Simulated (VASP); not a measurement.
# GaAs (F-43m) in VASP: further runs

One crystal, GaAs, is run at these levels: PBEsol, r2SCAN; tasks: band structure.

Program: VASP 6.6.1. These are calculated values, not measurements. Logs are shortened: lines on timing, memory, paths and dates and some standing lists are left out, and cuts for length are marked.

**The experiment to reproduce.**

From “Evidence of valence band perturbations in GaAsN/GaAs(001): A combined variable-angle spectroscopic ellipsometry and modulated photoreflectance investigation”, 2008, arxiv:0805.2212, for a bulk crystal of GaAs at 300 K: band gap 1.412 ± 0.01 eV (direct); band gap 1.418 ± 0.005 eV (direct).

The runs below are set against these values where they give the same quantity.

### 1 The structure

It takes space group F-43m (No. 216, cubic). The conventional cell has a = 5.663 Å, b = 5.663 Å, c = 5.663 Å, α = 90.00°, β = 90.00°, γ = 90.00°. Around Ga (site symmetry -43m) lie 4 As at 2.45 Å. As (site symmetry -43m) has 4 Ga at 2.45 Å as nearest neighbours.

### 2 Band structure, PBEsol

Contents of INCAR:

```
ALGO = Fast
EDIFF = 1E-6
ENCUT = 520
GGA = PS
ICORELEVEL = 1
ISIF = 2
ISMEAR = 0
LASPH = T
LCHARG = F
LREAL = F
LWAVE = F
NBANDS = 16
NELM = 80
PREC = Accurate
SIGMA = 0.03
```

Contents of KPOINTS:

```
k-points
0
Gamma
  10 10 10
```

Contents of POSCAR:

```
GaAs                                    
1.0
    0.0000000000      2.8313993252      2.8313993252
    2.8313993252      0.0000000000      2.8313993252
    2.8313993252      2.8313993252      0.0000000000
  Ga              As            
     1     1
Direct
     0.0000000000000000    0.0000000000000000    0.0000000000000000
     0.2500000000000000    0.2500000000000000    0.2500000000000000
```

Contents of KPOINTS_OPT:

```
explicit points
109
Reciprocal
 0.0000000000  0.0000000000  0.0000000000 1
 0.0555555556  0.0000000000  0.0555555556 1
 0.1111111111  0.0000000000  0.1111111111 1
 0.1666666667  0.0000000000  0.1666666667 1
 0.2222222222  0.0000000000  0.2222222222 1
 0.2777777778  0.0000000000  0.2777777778 1
 0.3333333333  0.0000000000  0.3333333333 1
 0.3888888889  0.0000000000  0.3888888889 1
 0.4444444444  0.0000000000  0.4444444444 1
 0.5000000000  0.0000000000  0.5000000000 1
 0.5000000000  0.0000000000  0.5000000000 1
 0.5000000000  0.0277777778  0.5277777778 1
 0.5000000000  0.0555555556  0.5555555556 1
 0.5000000000  0.0833333333  0.5833333333 1
 0.5000000000  0.1111111111  0.6111111111 1
 0.5000000000  0.1388888889  0.6388888889 1
 0.5000000000  0.1666666667  0.6666666667 1
 0.5000000000  0.1944444444  0.6944444444 1
 0.5000000000  0.2222222222  0.7222222222 1
 0.5000000000  0.2500000000  0.7500000000 1
 0.5000000000  0.2500000000  0.7500000000 1
 0.4861111111  0.2638888889  0.7500000000 1
 0.4722222222  0.2777777778  0.7500000000 1
 0.4583333333  0.2916666667  0.7500000000 1
 0.4444444444  0.3055555556  0.7500000000 1
 0.4305555556  0.3194444444  0.7500000000 1
 0.4166666667  0.3333333333  0.7500000000 1
 0.4027777778  0.3472222222  0.7500000000 1
 0.3888888889  0.3611111111  0.7500000000 1
 0.3750000000  0.3750000000  0.7500000000 1
 0.3750000000  0.3750000000  0.7500000000 1
 0.3333333333  0.3333333333  0.6666666667 1
 0.2916666667  0.2916666667  0.5833333333 1
 0.2500000000  0.2500000000  0.5000000000 1
 0.2083333333  0.2083333333  0.4166666667 1
 0.1666666667  0.1666666667  0.3333333333 1
 0.1250000000  0.1250000000  0.2500000000 1
 0.0833333333  0.0833333333  0.1666666667 1
 0.0416666667  0.0416666667  0.0833333333 1
 0.0000000000  0.0000000000  0.0000000000 1
 0.0000000000  0.0000000000  0.0000000000 1
 0.0555555556  0.0555555556  0.0555555556 1
 0.1111111111  0.1111111111  0.1111111111 1
 0.1666666667  0.1666666667  0.1666666667 1
 0.2222222222  0.2222222222  0.2222222222 1
 0.2777777778  0.2777777778  0.2777777778 1
 0.3333333333  0.3333333333  0.3333333333 1
 0.3888888889  0.3888888889  0.3888888889 1
 0.4444444444  0.4444444444  0.4444444444 1
 0.5000000000  0.5000000000  0.5000000000 1
 0.5000000000  0.5000000000  0.5000000000 1
 0.5138888889  0.4722222222  0.5138888889 1
 0.5277777778  0.4444444444  0.5277777778 1
 0.5416666667  0.4166666667  0.5416666667 1
 0.5555555556  0.3888888889  0.5555555556 1
 0.5694444444  0.3611111111  0.5694444444 1
 0.5833333333  0.3333333333  0.5833333333 1
 0.5972222222  0.3055555556  0.5972222222 1
 0.6111111111  0.2777777778  0.6111111111 1
 0.6250000000  0.2500000000  0.6250000000 1
 0.6250000000  0.2500000000  0.6250000000 1
 0.6111111111  0.2500000000  0.6388888889 1
 0.5972222222  0.2500000000  0.6527777778 1
 0.5833333333  0.2500000000  0.6666666667 1
 0.5694444444  0.2500000000  0.6805555556 1
 0.5555555556  0.2500000000  0.6944444444 1
 0.5416666667  0.2500000000  0.7083333333 1
 0.5277777778  0.2500000000  0.7222222222 1
 0.5138888889  0.2500000000  0.7361111111 1
 0.5000000000  0.2500000000  0.7500000000 1
 0.5000000000  0.2500000000  0.7500000000 1
 0.5000000000  0.2777777778  0.7222222222 1
 0.5000000000  0.3055555556  0.6944444444 1
 0.5000000000  0.3333333333  0.6666666667 1
 0.5000000000  0.3611111111  0.6388888889 1
 0.5000000000  0.3888888889  0.6111111111 1
 0.5000000000  0.4166666667  0.5833333333 1
 0.5000000000  0.4444444444  0.5555555556 1
 0.5000000000  0.4722222222  0.5277777778 1
 0.5000000000  0.5000000000  0.5000000000 1
 0.5000000000  0.5000000000  0.5000000000 1
 0.4861111111  0.4861111111  0.5277777778 1
 0.4722222222  0.4722222222  0.5555555556 1
 0.4583333333  0.4583333333  0.5833333333 1
 0.4444444444  0.4444444444  0.6111111111 1
 0.4305555556  0.4305555556  0.6388888889 1
 0.4166666667  0.4166666667  0.6666666667 1
 0.4027777778  0.4027777778  0.6944444444 1
 0.3888888889  0.3888888889  0.7222222222 1
 0.3750000000  0.3750000000  0.7500000000 1
 0.6250000000  0.2500000000  0.6250000000 1
 0.6111111111  0.2222222222  0.6111111111 1
 0.5972222222  0.1944444444  0.5972222222 1
 0.5833333333  0.1666666667  0.5833333333 1
 0.5694444444  0.1388888889  0.5694444444 1
 0.5555555556  0.1111111111  0.5555555556 1
 0.5416666667  0.0833333333  0.5416666667 1
 0.5277777778  0.0555555556  0.5277777778 1
 0.5138888889  0.0277777778  0.5138888889 1
 0.5000000000  0.0000000000  0.5000000000 1
 0.0000000000  0.0000000000  0.0000000000 1
 0.3750000000  0.3750000000  0.7500000000 1
 0.5000000000  0.5000000000  0.5000000000 1
 0.6250000000  0.2500000000  0.6250000000 1
 0.5000000000  0.2500000000  0.7500000000 1
 0.5000000000  0.0000000000  0.5000000000 1
 0.4000000000  0.0000000000  0.4000000000 1
 0.4250000000  0.0000000000  0.4250000000 1
 0.4500000000  0.0000000000  0.4500000000 1
```

Potentials or basis: VASP PAW PBE potentials, release 64 (Ga_d, As).

Command:

```console
> cat potpaw_PBE.64/Ga_d/POTCAR potpaw_PBE.64/As/POTCAR > POTCAR
> mpirun -np 1 vasp_std > vasp.out
```

OUTCAR:

```text
EDIFF = 1E-6
   ENCUT = 520
   GGA = PS
   ISIF = 2
   ISMEAR = 0
   LASPH = T
   LREAL = F
   NELM = 80
   PREC = Accurate

 ion  position               nearest neighbor table
   1  0.000  0.000  0.000-   2 2.45   2 2.45   2 2.45   2 2.45
   2  0.250  0.250  0.250-   1 2.45   1 2.45   1 2.45   1 2.45

  LATTYP: Found a face centered cubic cell.
 ALAT       =     5.6627986504

  Lattice vectors:

 A1 = (   0.0000000000,   2.8313993252,   2.8313993252)
 A2 = (   2.8313993252,   0.0000000000,   2.8313993252)
 A3 = (   2.8313993252,   2.8313993252,   0.0000000000)

Analysis of symmetry for initial positions (statically):
=====================================================================
 Subroutine PRICEL returns:
 Original cell was already a primitive cell.

 Routine SETGRP: Setting up the symmetry group for a
 face centered cubic supercell.

 Subroutine GETGRP returns: Found 24 space group operations
 (whereof 24 operations were pure point group operations)
 out of a pool of 48 trial point group operations.

The static configuration has the point symmetry T_d .

Analysis of symmetry for dynamics (positions and initial velocities):
=====================================================================
 Subroutine PRICEL returns:
 Original cell was already a primitive cell.

 Routine SETGRP: Setting up the symmetry group for a
 face centered cubic supercell.

 Subroutine GETGRP returns: Found 24 space group operations
 (whereof 24 operations were pure point group operations)
 out of a pool of 48 trial point group operations.

The dynamic configuration has the point symmetry T_d .

 Subroutine INISYM returns: Found 24 space group operations
 (whereof 24 operations are pure point group operations),
 and found     1 'primitive' translations

----------------------------------------------------------------------------------------

                                     Primitive cell

  volume of cell :      45.3976

  direct lattice vectors                    reciprocal lattice vectors
     0.000000000  2.831399325  2.831399325    -0.176591128  0.176591128  0.176591128
     2.831399325  0.000000000  2.831399325     0.176591128 -0.176591128  0.176591128
     2.831399325  2.831399325  0.000000000     0.176591128  0.176591128 -0.176591128

  length of vectors
     4.004203326  4.004203326  4.004203326     0.305864805  0.305864805  0.305864805

  position of ions in fractional coordinates (direct lattice)
     0.000000000  0.000000000  0.000000000
     0.250000000  0.250000000  0.250000000

  ion indices of the primitive-cell ions
   primitive index   ion index
                 1           1
                 2           2

----------------------------------------------------------------------------------------

 KPOINTS: k-points

Automatic generation of k-mesh.
 Grid dimensions read from file:
 generate k-points for:   10   10   10

 Generating k-lattice:

  Cartesian coordinates                     Fractional coordinates (reciprocal lattice)
    -0.017659113  0.017659113  0.017659113     0.100000000  0.000000000  0.000000000
     0.017659113 -0.017659113  0.017659113     0.000000000  0.100000000  0.000000000
     0.017659113  0.017659113 -0.017659113     0.000000000  0.000000000  0.100000000

  Length of vectors
     0.030586481  0.030586481  0.030586481

  Shift w.r.t. Gamma in fractional coordinates (k-lattice)
     0.000000000  0.000000000  0.000000000

 Subroutine IBZKPT returns following result:
 ===========================================

 Found     47 irreducible k-points:

 Following reciprocal coordinates:
            Coordinates               Weight
  0.000000  0.000000  0.000000      1.000000
  0.100000  0.000000  0.000000      8.000000
  0.200000  0.000000  0.000000      8.000000
  0.300000  0.000000  0.000000      8.000000
  0.400000  0.000000  0.000000      8.000000
  0.500000  0.000000  0.000000      4.000000
[... 16 lines left out ...]
  0.300000  0.300000  0.000000      6.000000
  0.400000  0.300000  0.000000     24.000000
 [... further k-points ...]
   k-points           NKPTS =     47   k-points in BZ     NKDIM =     47   number of bands    NBANDS=     16
   number of dos      NEDOS =    301   number of ions     NIONS =      2
   total plane-waves  NPLWV =  27000
   dimension x,y,z NGX =    30 NGY =   30 NGZ =   30
   dimension x,y,z NGXF=    60 NGYF=   60 NGZF=   60
   ions per type =               1   1
   NGX,Y,Z   is equivalent  to a cutoff of  12.46, 12.46, 12.46 a.u.
   NGXF,Y,Z  is equivalent  to a cutoff of  24.91, 24.91, 24.91 a.u.
 SYSTEM =  unknown system
   PREC   = accura    normal or accurate (medium, high low for compatibility)
   ISTART =      0    job   : 0-new  1-cont  2-samecut
   ICHARG =      2    charge: 1-file 2-atom 10-const
   ISPIN  =      1    spin polarized calculation?
   LNONCOLLINEAR =      F non collinear calculations
   LSORBIT =      F    spin-orbit coupling
   LASPH  =      T    aspherical Exc in radial PAW
   ENCUT  =  520.0 eV  38.22 Ry    6.18 a.u.   7.45  7.45  7.45*2*pi/ulx,y,z
   NELM   =     80;   NELMIN=  2; NELMDL= -5     # of ELM steps
   EDIFF  = 0.1E-05   stopping-criterion for ELM
   LREAL  =      F    real-space projection
   EDIFFG = 0.1E-04   stopping-criterion for IOM
   NSW    =      0    number of steps for IOM
   IBRION =     -1    ionic relax: 0-MD 1-quasi-New 2-CG
   NFREE  =      0    steps in history (QN), initial steepest desc. (CG)
   ISIF   =      2    stress and relaxation
   ISYM   =      2    0-nonsym 1-usesym 2-fastsym
   POTIM  = 0.5000    time-step for ionic-motion
   TEBEG  =    0.0;   TEEND  =   0.0 temperature during run
   PSTRESS=    0.0 pullay stress
   NELECT =      18.0000    total number of electrons
   NUPDOWN=      -1.0000    fix difference up-down
   EMIN   =  10.00;   EMAX   =-10.00  energy-range for DOS
   EFERMI =   0.00;   METHOD = LEGACY
   ISMEAR =     0;   SIGMA  =   0.03  broadening in eV -4-tet -1-fermi 0-gaus
   EFERMI_NEDOS =   21; number of points for ismear=-14 and -15
   IALGO  =     68    algorithm
   IMIX   =      4    mixing-type and parameters
     AMIX     =   0.40;   BMIX     =  1.00
     AMIX_MAG =   1.60;   BMIX_MAG =  1.00
  volume/ion in A,a.u.               =      22.70       153.18
  Fermi-wavevector in a.u.,A,eV,Ry     =   1.202692  2.272759 19.680404  1.446469
  Thomas-Fermi vector in A             =   2.338467
   LORBIT       =      0    0 simple, 1 ext, 2 COOP (PROOUT), +10 PAW based schemes
   GGA     = PS    functional components
   LHFCALC =     F    Hartree Fock is set to
   AEXX    =    0.0000 exact exchange contribution
   IVDW    =     0    specifies the selected vdW correction
   LEPSILON=     F    determine dielectric tensor
   LRPA    =     F    only Hartree local field effects (RPA)
 non-spin polarized calculation
 RMM-DIIS sequential band-by-band and
 Gauss-broadening in eV      SIGMA  =   0.03
  energy-cutoff  :      520.00
  volume of cell :       45.40
 maximum number of plane-waves:      1243
 NGX is ok and might be reduce to    30
   NGX = 15   NGY = 15   NGZ = 15

 number of electron      17.9999991 magnetization

 Free energy of the ion-electron system (eV)
  ---------------------------------------------------
  ext. energy  EPLUGINS =         0.00000000
  ---------------------------------------------------
  free energy    TOTEN  =        -9.09158194 eV

  energy without entropy =       -9.09158194  energy(sigma->0) =       -9.09158194

 the core state eigenenergies are
   1-  1s -10220.6253  2s  -1254.0216  2p  -1090.4886  3s   -139.9094  3p    -90.6361

   2-  1s -11708.1460  2s  -1476.7337  2p  -1293.5587  3s   -180.7170  3p   -124.0973
       3d    -31.1268

 E-fermi :   3.9498     XC(G=0):  -9.7513

 val. band max:        3.7588535479   @ k =   0.0000   0.0000   0.0000
 cond. band min:       4.1790537836   @ k =   0.0000   0.0000   0.0000
 fundamental gap:      0.4202002356
 Fermi energy:         3.9498045858

 k-point     1 :       0.0000    0.0000    0.0000
  band No.  band energies     occupation
      1     -11.0054      2.00000
      2     -11.0054      2.00000
      3     -11.0054      2.00000
      4     -10.9265      2.00000
      5     -10.9265      2.00000
      6      -8.9588      2.00000
[... 277 lines left out ...]
 k-point    16 :       0.2000    0.2000    0.0000
  band No.  band energies     occupation

------------------------ aborting loop because EDIFF is reached ----------------------------------------

  FORCE on cell =-STRESS in cart. coord.  units (eV):
  Direction    XX          YY          ZZ          XY          YZ          ZX
  --------------------------------------------------------------------------------------
  -------------------------------------------------------------------------------------
  Total       -0.0220467     -0.0220467     -0.0220467     -0.0000000     -0.0000000     -0.0000000
  in kB       -0.7780724     -0.7780724     -0.7780724     -0.0000000     -0.0000000     -0.0000000
  external PRESSURE =      -0.7780724 kB  Pullay stress =       0.0000000 kB

 VOLUME and BASIS-vectors are now :
 -----------------------------------------------------------------------------
  energy-cutoff  :      520.00
  volume of cell :       45.40
      direct lattice vectors                 reciprocal lattice vectors
     0.000000000  2.831399325  2.831399325    -0.176591128  0.176591128  0.176591128
     2.831399325  0.000000000  2.831399325     0.176591128 -0.176591128  0.176591128
     2.831399325  2.831399325  0.000000000     0.176591128  0.176591128 -0.176591128

 POSITION                                       TOTAL-FORCE (eV/Angst)
 -----------------------------------------------------------------------------------
      0.00000      0.00000      0.00000        -0.000000     -0.000000     -0.000000
      1.41570      1.41570      1.41570         0.000000      0.000000      0.000000
 -----------------------------------------------------------------------------------
    total drift:                                0.000000      0.000000      0.000000

  FREE ENERGIE OF THE ION-ELECTRON SYSTEM (eV)
  ---------------------------------------------------
  free  energy   TOTEN  =        -9.0915819383 eV

  energy  without entropy=       -9.0915819383  energy(sigma->0) =       -9.09158194
```

It took 44 s on 1 thread of AMD EPYC 9R14 (Zen 4), shared host; peak memory 0.18 GiB.

What came out:

- Free energy: -9.0916 eV
- Pressure: -0.1 GPa
- Band gap on the k mesh: 0.42 eV, direct
- Band gap along the path: 0.42 eV, direct

Levels at the corners of the path, in eV from the valence-band top:
```csv
point,band 5,band 6,band 7,band 8,band 9,band 10,band 11,band 12,band 13,band 14
Γ,-14.69,-12.72,0.00,0.00,0.00,0.42,3.69,3.69,3.69,7.38
X,-14.67,-10.22,-6.83,-2.68,-2.68,1.36,1.58,10.09,10.09,10.83
X,-14.67,-10.22,-6.83,-2.68,-2.68,1.36,1.58,10.09,10.09,10.83
W,-14.68,-10.16,-6.64,-3.55,-3.36,4.57,4.63,5.33,5.93,10.98
W,-14.68,-10.16,-6.64,-3.55,-3.36,4.57,4.63,5.33,5.93,10.98
K,-14.68,-10.25,-6.64,-3.88,-2.26,1.87,4.56,7.85,8.00,8.55
K,-14.68,-10.25,-6.64,-3.88,-2.26,1.87,4.56,7.85,8.00,8.55
Γ,-14.69,-12.72,0.00,0.00,0.00,0.42,3.69,3.69,3.69,7.38
Γ,-14.69,-12.72,0.00,0.00,0.00,0.42,3.69,3.69,3.69,7.38
L,-14.68,-10.95,-6.65,-1.14,-1.14,0.92,4.58,4.58,7.58,10.24
L,-14.68,-10.95,-6.65,-1.14,-1.14,0.92,4.58,4.58,7.58,10.24
U,-14.68,-10.25,-6.64,-3.88,-2.26,1.87,4.56,7.85,8.00,8.55
U,-14.68,-10.25,-6.64,-3.88,-2.26,1.87,4.56,7.85,8.00,8.55
W,-14.68,-10.16,-6.64,-3.55,-3.36,4.57,4.63,5.33,5.93,10.98
W,-14.68,-10.16,-6.64,-3.55,-3.36,4.57,4.63,5.33,5.93,10.98
L,-14.68,-10.95,-6.65,-1.14,-1.14,0.92,4.58,4.58,7.58,10.24
L,-14.68,-10.95,-6.65,-1.14,-1.14,0.92,4.58,4.58,7.58,10.24
K,-14.68,-10.25,-6.64,-3.88,-2.26,1.87,4.56,7.85,8.00,8.55
U,-14.68,-10.25,-6.64,-3.88,-2.26,1.87,4.56,7.85,8.00,8.55
X,-14.67,-10.22,-6.83,-2.68,-2.68,1.36,1.58,10.09,10.09,10.83
```

Core levels (eV, on the scale of the bands):
```csv
atom,levels
1 Ga,"1s -10220.6, 2s -1254.0, 2p -1090.5, 3s -139.9, 3p -90.6"
2 As,"1s -11708.1, 2s -1476.7, 2p -1293.6, 3s -180.7, 3p -124.1, 3d -31.1"
```

Caveat: the PAW data sets were made with another functional, which shifts forces and pressure a little.

[end of part 1 of 2]
